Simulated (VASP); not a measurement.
Input of a VASP 6.6.1 run:

Contents of INCAR:

```
PREC = Accurate
ENCUT = 600
EDIFF = 1E-7
ISMEAR = 1
SIGMA = 0.1
LREAL = False
LASPH = True
NELM = 80
ALGO = Normal
ISIF = 3
LWAVE = False
LCHARG = False
METAGGA = R2SCAN
LMIXTAU = True
IBRION = 2
NSW = 90
EDIFFG = -0.005
```

Contents of KPOINTS:

```
regular mesh
0
Gamma
  18 18 18
```

The input POSCAR:

```
Cu                                      
1.0
    0.0000000000      1.7914283004      1.7914283004
    1.7914283004     -0.0000000000      1.7914283004
    1.7914283004      1.7914283004     -0.0000000000
  Cu            
     1
Direct
     0.0000000000000000    0.0000000000000000    0.0000000000000000
```

Potentials or basis: VASP PAW PBE potentials, release 64 (Cu).

Run with:

```console
$ cat potpaw_PBE.64/Cu/POTCAR > POTCAR
$ mpirun -np 1 vasp_std > vasp.out
```

Question: Estimate the relaxed volume.

Answer: 11.49 Å³/atom.

Question: Estimate the relaxed cell.

Answer: a = 2.533 Å, b = 2.533 Å, c = 2.533 Å, α = 60.00°, β = 60.00°, γ = 60.00°.

Question: Predict the space group after relaxing (to 0.05 Å).

Answer: Fm-3m (No. 225).

Question: What does it give for the band gap on the k mesh?

Answer: None (metal or under the smearing width).

Final structure:
```
CELL_PARAMETERS angstrom
0.00000 1.79103 1.79103
1.79103 0.00000 1.79103
1.79103 1.79103 0.00000
ATOMIC_POSITIONS crystal
Cu 0.00000 0.00000 0.00000
```

Caveat: the PAW data sets were made with another functional, which shifts forces and pressure a little.
